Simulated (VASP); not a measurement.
# MgO: optical spectrum of independent particles, by functional

MgO, Fm-3m (no. 225), 2 atoms in the cell.

| Functional | ε at zero frequency, electronic | Mean energy of the absorption, weighted by Im ε (eV) | Refractive index at 633 nm | Refractive index at 1064 nm | Direct gap on the mesh (eV) | Time (s) |
|---|---|---|---|---|---|---|
| PBE | 3.16 | 12.65 | 1.80 | 1.78 | 4.86 | 3.1 |
| LDA | 3.23 | 12.49 | 1.82 | 1.80 | 4.78 | 3.1 |
| PBEsol | 3.21 | 12.53 | 1.82 | 1.80 | 4.76 | 3.7 |
| r2SCAN | 2.88 | 13.56 | 1.71 | 1.70 | 5.74 | 16 |
| TPSS | 3.12 | 12.81 | 1.79 | 1.77 | 4.95 | 15 |

Limits: The 8×8×8 mesh is coarse for a spectrum: peaks stand apart that a denser mesh merges; the pull between electron and hole is left out; the onset follows the functional's gap, which semilocal functionals usually make too small.

## Input of the first row

INCAR:
```
  PREC = Accurate
  ENCUT = 460
  ISMEAR = 0
  SIGMA = 0.02
  EDIFF = 1E-7
  LASPH = T
  KPAR = 4
  LWAVE = T
  LCHARG = F
  LOPTICS = T
  ALGO = Normal
  NBANDS = 20
  NEDOS = 2000
  CSHIFT = 0.1
  GGA = PE
```

KPOINTS:
```
k-points
0
Gamma
  8 8 8
```

POSCAR:
```
MgO
1.0
    0.0000000000      2.0970013927      2.0970013927
    2.0970013927      0.0000000000      2.0970013927
    2.0970013927      2.0970013927      0.0000000000
Mg O
1 1
Direct
    0.0000000000      0.0000000000      0.0000000000
    0.5000000000      0.5000000000      0.5000000000
```

Commands:
```
cat potpaw_PBE.64/Mg/POTCAR potpaw_PBE.64/O/POTCAR > POTCAR
mpirun -np 4 vasp_std > vasp.out
```

Changes of the last row against the first:
```
- GGA = PE
+ METAGGA = TPSS
+ LMIXTAU = True
```

VASP 6.6.1 took 3.1 s on 4 cores (Intel Xeon 6975P-C (Granite Rapids)), a shared host.
